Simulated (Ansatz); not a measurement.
Crystal: HgTe.

```
CELL_PARAMETERS angstrom
-3.04560 3.04560 1.55941
3.04560 -3.04560 1.55941
3.04560 3.04560 -1.55941
ATOMIC_POSITIONS crystal
Hg 0.75000 0.25000 0.50000
Te 0.00000 0.00000 0.00000
```

Measurements of this composition are mostly on another form, of space group No. 216.

Base run:

```yaml
Program: Ansatz 0.2.0
Functional: PBEsol
Potentials_or_basis: all-electron LAPW, scalar-relativistic
Cutoff: 207 eV (chosen from the basis error)
Basis_error_allowed: 0.001 eV/atom
k_mesh: 10 × 10 × 10
Occupations: fermi-dirac, width 0.05 eV
Spin: no spin polarisation
```

Its results: pressure -3.3 GPa.

Task: The run is repeated on the same cell with these changes: functional from PBEsol to LDA. What comes out?

Result: Pressure -4.9 GPa.

LDA binds more tightly than PBEsol, so the same cell stands under less pressure.
